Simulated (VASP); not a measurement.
# Sb (R-3m) in VASP: further runs

Aim: see how the results for Sb move with the level of theory and the settings. Levels: r2SCAN, PBE+D3(BJ). Tasks: relaxation of cell and atoms.

Everything below comes from runs of VASP 6.6.1. Logs are shortened: lines on timing, memory, paths and dates and some standing lists are left out, and cuts for length are marked.

### Step 1. The structure

Symmetry: R-3m, No. 166, trigonal system. Conventional cell: a = 4.245 Å, b = 4.245 Å, c = 10.618 Å, α = 90.00°, β = 90.00°, γ = 120.00°. Sb (site symmetry 3m) is surrounded by 6 Sb at 2.89 to 3.17 Å.

### Step 2. Relaxation of cell and atoms, r2SCAN, target pressure 6.4 GPa, at which the enthalpy is minimised

File INCAR:

```
ALGO = Normal
EDIFF = 1E-7
EDIFFG = -0.005
ENCUT = 600
IBRION = 2
ISIF = 3
ISMEAR = 1
LASPH = T
LCHARG = F
LMIXTAU = T
LREAL = F
LWAVE = F
METAGGA = R2SCAN
NELM = 80
NSW = 90
PREC = Accurate
PSTRESS = 64.0
SIGMA = 0.1
```

File KPOINTS:

```
k-points
0
Gamma
  10 10 10
```

File POSCAR:

```
Sb                                      
1.0
    2.1223375792      1.2253321727      3.5393316454
   -2.1223375792      1.2253321727      3.5393316454
   -0.0000000000     -2.4506643454      3.5393316454
  Sb            
     2
Direct
     0.2389580734713949    0.2389580734713949    0.2389580734713949
     0.7610419265286048    0.7610419265286048    0.7610419265286048
```

Potentials or basis: VASP PAW PBE potentials, release 64 (Sb).

Run with:

```sh
$ cat potpaw_PBE.64/Sb/POTCAR > POTCAR
$ mpirun -np 1 vasp_std > vasp.out
```

OUTCAR:

```text
EDIFF = 1E-7
   EDIFFG = -0.005
   ENCUT = 600
   IBRION = 2
   ISIF = 3
   ISMEAR = 1
   LASPH = T
   LREAL = F
   METAGGA = R2SCAN
   NELM = 80
   NSW = 90
   PREC = Accurate
   PSTRESS = 64.0

 ion  position               nearest neighbor table
   1  0.239  0.239  0.239-   2 2.89   2 2.89   2 2.89   2 3.17   2 3.17   2 3.17
   2  0.761  0.761  0.761-   1 2.89   1 2.89   1 2.89   1 3.17   1 3.17   1 3.17

  LATTYP: Found a trigonal (rhomboedric) cell.
 ALAT       =     4.3049534527
 COS(alpha) =     0.5139040489

  Lattice vectors:

 A1 = (   2.1223375792,   1.2253321727,   3.5393316454)
 A2 = (  -2.1223375792,   1.2253321727,   3.5393316454)
 A3 = (   0.0000000000,  -2.4506643454,   3.5393316454)

Analysis of symmetry for initial positions (statically):
=====================================================================
 Subroutine PRICEL returns:
 Original cell was already a primitive cell.

 Routine SETGRP: Setting up the symmetry group for a
 trigonal (rhombohedral) supercell.

 Subroutine GETGRP returns: Found 12 space group operations
 (whereof 12 operations were pure point group operations)
 out of a pool of 12 trial point group operations.

The static configuration has the point symmetry D_3d.

Analysis of symmetry for dynamics (positions and initial velocities):
=====================================================================
 Subroutine PRICEL returns:
 Original cell was already a primitive cell.

 Routine SETGRP: Setting up the symmetry group for a
 trigonal (rhombohedral) supercell.

 Subroutine GETGRP returns: Found 12 space group operations
 (whereof 12 operations were pure point group operations)
 out of a pool of 12 trial point group operations.

The dynamic configuration has the point symmetry D_3d.

 Subroutine INISYM returns: Found 12 space group operations
 (whereof 12 operations are pure point group operations),
 and found     1 'primitive' translations

----------------------------------------------------------------------------------------

                                     Primitive cell

  volume of cell :      55.2256

  direct lattice vectors                    reciprocal lattice vectors
     2.122337579  1.225332173  3.539331645     0.235589288  0.136017539  0.094179740
    -2.122337579  1.225332173  3.539331645    -0.235589288  0.136017539  0.094179740
     0.000000000 -2.450664345  3.539331645     0.000000000 -0.272035078  0.094179740

  length of vectors
     4.304953453  4.304953453  4.304953453     0.287876548  0.287876548  0.287876548

  position of ions in fractional coordinates (direct lattice)
     0.238958073  0.238958073  0.238958073
     0.761041927  0.761041927  0.761041927

  ion indices of the primitive-cell ions
   primitive index   ion index
                 1           1
                 2           2

----------------------------------------------------------------------------------------

 KPOINTS: k-points

Automatic generation of k-mesh.
 Grid dimensions read from file:
 generate k-points for:   10   10   10

 Generating k-lattice:

  Cartesian coordinates                     Fractional coordinates (reciprocal lattice)
     0.023558929  0.013601754  0.009417974     0.100000000 -0.000000000  0.000000000
    -0.023558929  0.013601754  0.009417974    -0.000000000  0.100000000  0.000000000
     0.000000000 -0.027203508  0.009417974     0.000000000  0.000000000  0.100000000

  Length of vectors
     0.028787655  0.028787655  0.028787655

  Shift w.r.t. Gamma in fractional coordinates (k-lattice)
     0.000000000  0.000000000  0.000000000

 Subroutine IBZKPT returns following result:
 ===========================================

 Found    116 irreducible k-points:

 Following reciprocal coordinates:
            Coordinates               Weight
  0.000000  0.000000  0.000000      1.000000
  0.100000  0.000000  0.000000      6.000000
  0.200000  0.000000  0.000000      6.000000
  0.300000 -0.000000  0.000000      6.000000
  0.400000 -0.000000  0.000000      6.000000
  0.500000  0.000000  0.000000      3.000000
[... 16 lines left out ...]
  0.300000  0.300000  0.000000      6.000000
  0.400000  0.300000  0.000000     12.000000
 [... further k-points ...]
   k-points           NKPTS =    116   k-points in BZ     NKDIM =    116   number of bands    NBANDS=      9
   number of dos      NEDOS =    301   number of ions     NIONS =      2
   total plane-waves  NPLWV =  46656
   dimension x,y,z NGX =    36 NGY =   36 NGZ =   36
   dimension x,y,z NGXF=    72 NGYF=   72 NGZF=   72
   ions per type =               2
   NGX,Y,Z   is equivalent  to a cutoff of  13.90, 13.90, 13.90 a.u.
   NGXF,Y,Z  is equivalent  to a cutoff of  27.80, 27.80, 27.80 a.u.
 SYSTEM =  unknown system
   PREC   = accura    normal or accurate (medium, high low for compatibility)
   ISTART =      0    job   : 0-new  1-cont  2-samecut
   ICHARG =      2    charge: 1-file 2-atom 10-const
   ISPIN  =      1    spin polarized calculation?
   LNONCOLLINEAR =      F non collinear calculations
   LSORBIT =      F    spin-orbit coupling
   LASPH  =      T    aspherical Exc in radial PAW
   ENCUT  =  600.0 eV  44.10 Ry    6.64 a.u.   8.60  8.60  8.60*2*pi/ulx,y,z
   NELM   =     80;   NELMIN=  2; NELMDL= -5     # of ELM steps
   EDIFF  = 0.1E-06   stopping-criterion for ELM
   LREAL  =      F    real-space projection
   EDIFFG = -.5E-02   stopping-criterion for IOM
   NSW    =     90    number of steps for IOM
   IBRION =      2    ionic relax: 0-MD 1-quasi-New 2-CG
   NFREE  =      1    steps in history (QN), initial steepest desc. (CG)
   ISIF   =      3    stress and relaxation
   ISYM   =      2    0-nonsym 1-usesym 2-fastsym
   POTIM  = 0.5000    time-step for ionic-motion
   TEBEG  =    0.0;   TEEND  =   0.0 temperature during run
   PSTRESS=   64.0 pullay stress
   NELECT =      10.0000    total number of electrons
   NUPDOWN=      -1.0000    fix difference up-down
   EMIN   =  10.00;   EMAX   =-10.00  energy-range for DOS
   EFERMI =   0.00;   METHOD = LEGACY
   ISMEAR =     1;   SIGMA  =   0.10  broadening in eV -4-tet -1-fermi 0-gaus
   EFERMI_NEDOS =   21; number of points for ismear=-14 and -15
   IALGO  =     38    algorithm
   IMIX   =      4    mixing-type and parameters
     AMIX     =   0.40;   BMIX     =  1.00
     AMIX_MAG =   1.60;   BMIX_MAG =  1.00
  volume/ion in A,a.u.               =      27.61       186.34
  Fermi-wavevector in a.u.,A,eV,Ry     =   0.926178  1.750223 11.671160  0.857806
  Thomas-Fermi vector in A             =   2.052113
   LORBIT       =      0    0 simple, 1 ext, 2 COOP (PROOUT), +10 PAW based schemes
   METAGGA = R2SCAN    functional components
   LHFCALC =     F    Hartree Fock is set to
   AEXX    =    0.0000 exact exchange contribution
   IVDW    =     0    specifies the selected vdW correction
   LEPSILON=     F    determine dielectric tensor
   LRPA    =     F    only Hartree local field effects (RPA)
 conjugate gradient relaxation of ions
 non-spin polarized calculation
 Methfessel and Paxton  Order N= 1 SIGMA  =   0.10
  energy-cutoff  :      600.00
  volume of cell :       55.23
 maximum number of plane-waves:      1868
 NGX is ok and might be reduce to    36
   NGX = 17   NGY = 17   NGZ = 17

--------------------------------------- Ionic step        1  -------------------------------------------

 number of electron      10.0000000 magnetization

 Free energy of the ion-electron system (eV)
  ---------------------------------------------------
  ext. energy  EPLUGINS =         0.00000000
  ---------------------------------------------------
  free energy    TOTEN  =       -51.26021284 eV

  energy without entropy =      -51.25987954  energy(sigma->0) =      -51.26010174

------------------------ aborting loop because EDIFF is reached ----------------------------------------

  FORCE on cell =-STRESS in cart. coord.  units (eV):
  Direction    XX          YY          ZZ          XY          YZ          ZX
  --------------------------------------------------------------------------------------
  -------------------------------------------------------------------------------------
  Total        2.2126584      2.2126584      2.1970288     -0.0000000     -0.0000000      0.0000000
  in kB       64.1924785     64.1924785     63.7390418     -0.0000000     -0.0000000      0.0000000
  external PRESSURE =       0.0413329 kB  Pullay stress =      64.0000000 kB
[... 137 lines left out ...]
  enthalpy is  TOTEN    =       -49.0542020342 eV   P V=        2.2061025536

--------------------------------------- Ionic step        5  -------------------------------------------

 number of electron      10.0000000 magnetization

 Free energy of the ion-electron system (eV)
  ---------------------------------------------------
  ext. energy  EPLUGINS =         0.00000000
  ---------------------------------------------------
  free energy    TOTEN  =       -51.25919117 eV

  energy without entropy =      -51.25891141  energy(sigma->0) =      -51.25909792

 E-fermi :   8.3121     XC(G=0): -10.4368

 val. band max:        8.3011747678   @ k =   0.2000   0.2000   0.1000
 cond. band min:       8.3127210139   @ k =   0.4000   0.4000   0.4000
 fundamental gap:      0.0115462461
 Fermi energy:         8.3121357546

 k-point     1 :       0.0000    0.0000    0.0000
  band No.  band energies     occupation
      1      -5.5873      2.00000
      2       4.2056      2.00000
      3       6.1031      2.00000
      4       6.1374      2.00000
      5       6.1374      2.00000
      6      11.1660      0.00000
      7      11.5739      0.00000
      8      11.5739      0.00000
      9      13.3977      0.00000
[... 265 lines left out ...]
 k-point    24 :       0.4000    0.3000    0.0000
  band No.  band energies     occupation
      1      -3.6276      2.00000
      2       0.4697      2.00000
      3       3.4617      2.00000
      4       4.4622      2.00000
      5       4.6496      2.00000
      6      10.6993      0.00000
      7      13.0417      0.00000
      8      13.0784      0.00000
      9      13.7211      0.00000

 [... further k-points ...]

------------------------ aborting loop because EDIFF is reached ----------------------------------------

  FORCE on cell =-STRESS in cart. coord.  units (eV):
  Direction    XX          YY          ZZ          XY          YZ          ZX
  --------------------------------------------------------------------------------------
  -------------------------------------------------------------------------------------
  Total        2.2012022      2.2012022      2.2020655     -0.0000000      0.0000000      0.0000000
  in kB       63.8902437     63.8902437     63.9153013     -0.0000000      0.0000000      0.0000000
  external PRESSURE =      -0.1014038 kB  Pullay stress =      64.0000000 kB
[... 17 lines left out ...]
  FREE ENERGIE OF THE ION-ELECTRON SYSTEM (eV)
  ---------------------------------------------------
  free  energy   TOTEN  =       -51.2591911694 eV

  energy  without entropy=      -51.2589114106  energy(sigma->0) =      -51.25909792

  enthalpy is  TOTEN    =       -49.0542075241 eV   P V=        2.2049836453

 reached required accuracy - stopping structural energy minimisation
```

Wall time 4.8 min (1 thread of Intel Xeon 6975P-C (Granite Rapids), shared host); peak memory 0.26 GiB.

What came out:

| Property | Result |
| --- | --- |
| Free energy | -51.2592 eV |
| Relaxed volume | 27.60 Å³/atom |
| Relaxed cell | a = 4.302 Å, b = 4.302 Å, c = 4.302 Å, α = 59.14°, β = 59.14°, γ = 59.14° |
| Space group after relaxing (to 0.05 Å) | R-3m (No. 166) |
| Energy change on relaxing (the enthalpy is what falls) | +0.5 meV/atom |
| Ionic steps | 5 |
| Pressure after relaxing | 6.4 GPa |
| Band gap on the k mesh | none (metal or under the smearing width) |

The path:
| step | energy change (eV) | largest force (eV/Å) | pressure (GPa) | volume (Å³) |
| --- | --- | --- | --- | --- |
| 1 | 0.0000 | 0.0078 | 6.40 | 55.23 |
| 2 | -0.0002 | 0.0049 | 6.38 | 55.23 |
| 3 | -0.0005 | 0.0008 | 6.35 | 55.24 |
| 4 | -0.0001 | 0.0002 | 6.36 | 55.23 |
| 5 | 0.0010 | 0.0002 | 6.39 | 55.20 |

Final structure:
```xyz
2
Lattice="2.1231 1.2258 3.5352 -2.1231 1.2258 3.5352 0.0000 -2.4515 3.5352" Properties=species:S:1:pos:R:3 pbc="T T T"
Sb    0.0000    0.0000    2.5358
Sb    0.0000    0.0000    8.0698
```

Caveat: the cell is relaxed towards a set pressure, so the enthalpy falls and the energy may rise; the PAW data sets were made with another functional, which shifts forces and pressure a little. Spin-orbit coupling is left out, which matters for the levels of Sb.

### Step 3. Relaxation of cell and atoms, r2SCAN, target pressure 1 GPa, at which the enthalpy is minimised

This run uses another cell than the first one, of 30.21 Å³/atom, 1.094 times its volume.

File INCAR:

```
SYSTEM = Sb
PREC     = Accurate       ! precision mode
ENCUT    = 600            ! plane-wave cutoff, eV
EDIFF    = 1E-6           ! SCF threshold, eV
ISMEAR   = 1              ! smearing method
SIGMA    = 0.1            ! smearing width, eV
LREAL    = .False.        ! projectors in reciprocal space
LASPH    = .True.         ! aspherical terms in the spheres
NELM     = 80             ! most SCF steps
ALGO     = Normal         ! electronic algorithm
ISIF     = 3              ! what is computed and relaxed
LWAVE    = .False.        ! write WAVECAR
LCHARG   = .False.        ! write CHGCAR
METAGGA  = R2SCAN         ! meta-GGA
LMIXTAU  = .True.       
IBRION   = 2              ! ionic algorithm
NSW      = 90             ! ionic steps
EDIFFG   = -0.01          ! ionic threshold
PSTRESS  = 10.0         
KPAR     = 2
```

File KPOINTS:

```
Automatic mesh
0
Gamma
  10 10 10
  0 0 0
```

File POSCAR:

```
Sb
1.0
    2.1542000000      1.2437279499      3.7580000000
   -2.1542000000      1.2437279499      3.7580000000
    0.0000000000     -2.4874558998      3.7580000000
Sb
2
Direct
    0.2334900000      0.2334900000      0.2334900000
    0.7665100000      0.7665100000      0.7665100000
```

Potentials or basis: VASP PAW PBE potentials, release 64 (Sb).

Run with:

```sh
$ cat potpaw_PBE.64/Sb/POTCAR > POTCAR
$ mpirun -np 2 vasp_std > vasp.out
```

Wall time 4.2 min (2 MPI ranks of Intel Xeon Platinum 8488C (Sapphire Rapids), shared host); peak memory 0.26 GiB.

It converged, with:

```yaml
Free_energy: -51.3905 eV
Relaxed_volume: 30.61 Å³/atom
Relaxed_cell: a = 4.524 Å, b = 4.524 Å, c = 4.524 Å, α = 57.17°, β = 57.17°, γ = 57.17°
Space_group_after_relaxing_to_0.05_Å: R-3m (No. 166)
Energy_change_on_relaxing_the_enthalpy_is_what_falls: -3.5 meV/atom
Ionic_steps: 7
Pressure_after_relaxing: 1.0 GPa
Largest_force_after_relaxing: 0.003 eV/Å
Band_gap_on_the_k_mesh: none (metal or under the smearing width)
```

Forces on the atoms (eV/Å):
```
Sb   0.000  0.000 -0.003
Sb   0.000  0.000  0.003
```

The path:
```
step  energy change (eV)  largest force (eV/Å)  pressure (GPa)  volume (Å³)
   1              0.0000                0.0697            1.82        60.41
   2             -0.0090                0.0839            0.34        61.78
   3             -0.0065                0.0134            1.02        61.13
   4             -0.0066                0.0148            1.01        61.15
   5             -0.0067                0.0164            1.00        61.16
   6             -0.0068                0.0111            0.99        61.19
   7             -0.0070                0.0033            0.99        61.22
```

Final structure:
```
Sb
1.0
     2.16465    1.24976    3.77137
    -2.16465    1.24976    3.77137
     0.00000   -2.49952    3.77137
Sb
2
Direct
  0.23351 0.23351 0.23351
  0.76649 0.76649 0.76649
```

Levels at points of the mesh, in eV from the Fermi level:
```
           k point  band 1  band 2  band 3  band 4  band 5  band 6  band 7  band 8  band 9
(0.00, 0.00, 0.00)  -13.27   -4.90   -2.27   -2.03   -2.03    2.10    2.74    2.74    5.39
(0.50, 0.00, 0.00)  -10.82  -10.05   -2.16   -2.01   -0.39   -0.11    0.31    0.48    8.08
(0.50, 0.50, 0.00)  -10.82   -8.34   -5.66   -3.98   -3.92    1.72    5.08    5.76    7.19
(0.50, 0.50, 0.50)  -11.68   -9.34   -1.50   -1.50   -0.40    0.06    0.06    1.22    7.46
```

Caveat: the cell is relaxed towards a set pressure, so the enthalpy falls and the energy may rise; the PAW data sets were made with another functional, which shifts forces and pressure a little. The run has no spin-orbit coupling, so splittings on Sb are missing.

(Part 1 of 2 ends here.)
